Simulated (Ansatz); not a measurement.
L1₀ (CuAu-type) CoPt was calculated with PBEsol in Ansatz (PAW).

Run with plane-wave cutoff 520 eV, 20×20×16 k mesh (along the axes of the cell as run), Fermi–Dirac smearing 0.05 eV, spin-polarised with parallel moments, scalar-relativistic PAW data made under PBE.

Energies at three volumes about the minimum:

```
V (Å³/atom)  E − E_lowest (meV/atom)
-----------  -----------------------
12.689                          4.19
12.948                          0.00
13.206                          3.89
```

Fit a parabola by hand: where is the minimum, and what is the bulk modulus?

Slopes: (0.00 − 4.19)/(12.948 − 12.689) = -16.178 and (3.89 − 0.00)/(13.206 − 12.948) = 15.078 meV/Å³. Curvature E″ = 2 × (15.078 − (-16.178))/(13.206 − 12.689) = 120.913 meV/Å⁶. From the middle of the first interval, the slope vanishes at V0 = 12.8185 − (-16.178)/120.913 = 12.952 Å³/atom. B = V0 E″ = 12.952 × 120.913 meV/Å³ × 0.1602 GPa per meV/Å³ = 251 GPa. The full Birch–Murnaghan fit to all volumes gives V0 = 12.947 Å³/atom and B0 = 250 GPa.

Shape and atoms are relaxed at each volume.

Ansatz is an electronic-structure program.
